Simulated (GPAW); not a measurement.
## Al: equation of state with revPBE+D4

**What was measured.**

From “The interpretation of polycrystalline coherent inelastic neutron scattering from aluminium”, 2013, pmc:3831299, for a bulk crystal of Al: bulk modulus 76.9 GPa.

Al:

```
Al
1.0
     0.00000    2.02481    2.02481
     2.02481    0.00000    2.02481
     2.02481    2.02481    0.00000
Al
1
Direct
  0.00000 0.00000 0.00000
```

```json
{
  "Program": "GPAW 26.7.0",
  "Task": "equation of state",
  "Functional": "revPBE",
  "Dispersion": "D4",
  "Potentials or basis": "the program's PAW data sets (release 1.2.1) made for this functional",
  "Cutoff": "600 eV",
  "Basis": "pw",
  "k mesh": "11 × 11 × 11",
  "Occupations": "fermi-dirac, width 0.05 eV",
  "Spin": "no spin polarisation",
  "Maxiter": "150",
  "Eos scales": "[0.94, 0.96, 0.98, 1.0, 1.02, 1.04, 1.06]"
}
```

* Equilibrium volume: 15.70 Å³/atom
* Bulk modulus: 91 GPa
* Pressure derivative of the bulk modulus: 4.4

Energy against volume, from the lowest point:
| volume (Å³/atom) | energy (meV/atom) |
| --- | --- |
| 15.607 | 0.00 |
| 15.939 | 0.82 |
| 16.271 | 5.30 |
| 16.603 | 13.06 |
| 16.935 | 23.76 |
| 17.267 | 37.06 |
| 17.599 | 52.67 |

It took 43 s on 1 thread of Arm Neoverse V1, on a shared host, peak memory 0.19 GiB.

A measured bulk modulus of Al is 76.9 GPa (quoted in “The interpretation of polycrystalline coherent inelastic neutron scattering from aluminium”, 2013, pmc:3831299); the calculated 91 GPa misses it by +18.2 %. The fit is for a static lattice scaled at fixed shape and fixed fractional positions. The cell as given is a measured one (16.60 Å³/atom); revPBE+D4 puts the equilibrium volume -5.4 % from it, thermal expansion not counted.
